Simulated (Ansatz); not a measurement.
# Al8GaN8: the cost of one run

Program: Ansatz 0.2.0. Level of theory: DFT PBE+D3(BJ), plane waves, PAW, scalar-relativistic, no spin polarisation. These are calculated values, not measurements.

## 1. The system as given

The cell holds 17 atoms (Al8GaN8): a = 6.257 Å, b = 5.419 Å, c = 5.017 Å, α = 90.00°, β = 90.00°, γ = 90.00°.

As a file:

```xyz
17
Lattice="-3.1286 -5.4189 0.0000 4.6929 -2.7094 0.0000 0.0000 0.0000 5.0170" Properties=species:S:1:pos:R:3 pbc="T T T"
Al    1.5643   -4.5157    2.5049
Al    0.0000   -3.6126    5.0134
N     1.5643   -4.5157    4.4185
N     0.0000   -3.6126    1.9100
Al    0.0000   -1.8063    2.5049
Al    3.1286   -3.6126    5.0134
N     0.0000   -1.8063    4.4185
N     3.1286   -3.6126    1.9100
Al    3.1286   -1.8063    2.5049
Al    1.5643   -0.9031    5.0134
N     3.1286   -1.8063    4.4185
N     1.5643   -0.9031    1.9100
Al   -1.5643   -4.5157    2.5049
Al    1.5643   -6.3220    5.0134
N    -1.5643   -4.5157    4.4185
N     1.5643   -6.3220    1.9100
Ga   -1.4860   -2.6765    3.3846
```

## 2. Preparing the start

input.yaml reads:

```yaml
accuracy: low
crystal:
  lattice:
    - [-3.128588, -5.418874, 0.0]
    - [4.692882, -2.709437, 0.0]
    - [0.0, 0.0, 5.016955]
  atoms:
    - { symbol: Al, position: [0.5, 0.6666667, 0.499287] }
    - { symbol: Al, position: [0.5, 0.3333333, 0.999287] }
    - { symbol: "N", position: [0.5, 0.6666667, 0.880713] }
    - { symbol: "N", position: [0.5, 0.3333333, 0.380713] }
    - { symbol: Al, position: [0.25, 0.1666667, 0.499287] }
    - { symbol: Al, position: [0.25, 0.8333333, 0.999287] }
    - { symbol: "N", position: [0.25, 0.1666667, 0.880713] }
    - { symbol: "N", position: [0.25, 0.8333333, 0.380713] }
    - { symbol: Al, position: [0.0, 0.6666667, 0.499287] }
    - { symbol: Al, position: [0.0, 0.3333333, 0.999287] }
    - { symbol: "N", position: [0.0, 0.6666667, 0.880713] }
    - { symbol: "N", position: [0.0, 0.3333333, 0.380713] }
    - { symbol: Al, position: [0.75, 0.1666667, 0.499287] }
    - { symbol: Al, position: [0.75, 0.8333333, 0.999287] }
    - { symbol: "N", position: [0.75, 0.1666667, 0.880713] }
    - { symbol: "N", position: [0.75, 0.8333333, 0.380713] }
    - { symbol: Ga, position: [0.4891858, 0.0094737, 0.6746262] }
basis:
  ecutwfc: 420.0
kpoints:
  mp_grid: { grid: [2, 3, 3] }
hamiltonian:
  xc: pbe
  dispersion: d3bj
  pseudopotentials: { kind: paw, azcp: { folder: soft_1 } }
scf:
  occupations: { method: fermi_dirac, width: 0.1 }
  lower_state_search: "off"
relax:
  f_tol: 0.08
  max_steps: 25
  adjacent_minimum: "off"
```

Launch:

```sh
$ ansatz run input.yaml --threads 1 --pin off --max-ram 3072MiB --backend cpu --events-out ev --progress --plain --runs-dir out
```

**Question.** How long does this run take on 1 thread of Arm Neoverse V2, shared host, and how much memory does it need?

About 2 min, with a peak of 0.39 GiB.
